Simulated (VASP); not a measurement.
## TiN: relaxation of cell and atoms with PBE

Crystal: TiN.

```xyz
2
Lattice="0.0000 2.1190 2.1190 2.1190 0.0000 2.1190 2.1190 2.1190 0.0000" Properties=species:S:1:pos:R:3 pbc="T T T"
Ti    0.0000    0.0000    0.0000
N     2.1190    2.1190    2.1190
```

- Program: VASP 6.6.1
- Task: relaxation of cell and atoms
- Functional: PBE
- Potentials or basis: VASP PAW PBE potentials, release 64 (Ti_sv, N)
- Cutoff: 520 eV
- k mesh: 12 × 12 × 12
- Occupations: gaussian, width 0.02 eV
- Spin: no spin polarisation
- Further INCAR settings: ALGO = Normal; EDIFF = 1e-07; IBRION = 2; EDIFFG = -0.15; NSW = 80; ISIF = 3

```
Pressure after relaxing : 2.2 GPa
Band gap on the k mesh  : none (metal or under the smearing width)
```

Final structure:
```yaml
crystal:
  lattice:
    - [0.00000, 2.11900, 2.11900]
    - [2.11900, 0.00000, 2.11900]
    - [2.11900, 2.11900, 0.00000]
  atoms:
    - { symbol: Ti, position: [0.00000, 0.00000, 0.00000] }
    - { symbol: N, position: [0.50000, 0.50000, 0.50000] }
```

Levels at points of the mesh, in eV from the Fermi level:
```tsv
k point	band 6	band 7	band 8	band 9	band 10	band 11	band 12
(0.00, 0.00, 0.00)	-1.99	-1.99	-1.99	-0.57	-0.57	-0.57	0.63
(0.50, 0.00, 0.00)	-8.04	-5.44	-5.44	1.74	1.74	2.41	5.80
(0.50, 0.50, 0.00)	-5.78	-3.18	-3.18	-3.02	1.69	2.44	2.44
```

Run time: 7.3 s on 1 thread of Intel(R) Xeon(R) 6975P-C (Granite Rapids), with other jobs on the host, peak memory 0.14 GiB.

Caveat: the relaxation stopped at its first step, so nothing moved.
